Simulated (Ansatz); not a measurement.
A run of Ansatz 0.2.0 is set up as follows.

The input run.py:

```python
import json

import ase.io
import numpy as np
from ase.calculators.calculator import CalculationFailed, Calculator
from ase.stress import full_3x3_to_voigt_6_stress
from ase.units import GPa

import ansatz as az

class AnsatzCalculator(Calculator):
    implemented_properties = ["energy", "free_energy", "forces", "stress", "magmom"]

    def calculate(self, atoms, properties, system_changes):
        super().calculate(atoms, properties, system_changes)
        structure = atoms.copy()
        structure.set_constraint()
        structure.set_momenta(None)
        structure.set_masses(None)
        outcome = (
            az.Crystal.from_ase(structure)
            .calculation()
            .basis(xc_grid=2)
            .kpoints(7, 7, 7)
            .functional("revpbe", dispersion="d3bj")
            .pseudopotentials(kind="nc_fr", accuracy="standard")
            .spin("noncollinear", soc=True)
            .scf(tolerance=2e-10)
            .occupations(method="cold", width=0.15)
            .forces()
            .stress()
            .run(threads=2)
        )
        if not outcome.report["converged"]:
            raise CalculationFailed("SCF not converged")
        report = outcome.report
        self.results = {
            "free_energy": report["lagrangian_ev"],
            "energy": report["lagrangian_ev"],
            "forces": np.array(report["forces_ev_ang"]),
            "stress": -GPa * full_3x3_to_voigt_6_stress(report["stress_gpa"]),
            "magmom": report["magnetization_mub"],
        }

np.set_printoptions(precision=5, suppress=True, linewidth=110)
atoms = ase.io.read("MgTe.xyz")
atoms.calc = AnsatzCalculator()
print(f"free energy {atoms.get_potential_energy():.6f} eV")
print("forces (eV/A)", atoms.get_forces(), sep="\n")
print("stress (GPa, Voigt, tension positive)", atoms.get_stress() / GPa, sep="\n")
print(f"moment {atoms.get_magnetic_moment():.4f} muB")
```

Contents of MgTe.xyz:

```xyz
2
Lattice="0.0000000000 3.2319988239 3.2319988239 3.2319988239 0.0000000000 3.2319988239 3.2319988239 3.2319988239 0.0000000000" Properties=species:S:1:pos:R:3 pbc="T T T"
Te     1.6159994120      1.6159994120      1.6159994120
Mg     0.0000000000      0.0000000000      0.0000000000
```

Potentials or basis: PseudoDojo standard.

Run with:

```sh
$ python run.py
```

Problem. What does it give for the band gap on the k mesh?

Solution. 2.30 eV.

Problem. Predict the pressure.

Solution. -1.4 GPa.

Caveat: the potentials were made for another functional, which shifts forces and pressure; odd divisions of the mesh miss points on the zone boundary, where band edges often lie, so the gap on the mesh can be too wide. A k mesh can miss the band edges.
